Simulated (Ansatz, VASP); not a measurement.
Al: VASP beside Ansatz

```
CELL_PARAMETERS angstrom
3.12886 0.00000 0.00000
-1.56443 2.70967 0.00000
0.00000 0.00000 4.86685
ATOMIC_POSITIONS crystal
Al 0.66667 0.33333 0.75000
Al 0.33333 0.66667 0.25000
```

Change from the starting cell: strain +0.1125 x Voigt [1, 1, 0, 0, 0, 0], atoms carried along.

Alike in both runs: task single point; functional PBEsol; k mesh 21 × 21 × 10; occupations gaussian, width 0.15 eV; no spin polarisation.

|  | VASP | Ansatz |
| --- | --- | --- |
| version | VASP 6.6.1 | Ansatz 0.2.0 |
| potentials or method | VASP PAW PBE potentials, release 64 (Al) | scalar-relativistic, plane waves, PAW |
| plane-wave cutoff (eV) | 520 | 420 |
| valence electrons in the cell | 6 | 6 |

```csv
,VASP,Ansatz,Ansatz less VASP
gap on the k mesh at the Fermi level (eV),none,none,-
pressure (GPa),-10.6,-10.6,-0.02
largest component of the traceless stress (GPa),1.10,1.10,-0.005
```

A gap of «none» marks a metal or a gap that the smearing closes.

Caveats: the PAW data sets were made with another functional, which shifts forces and pressure a little (VASP).
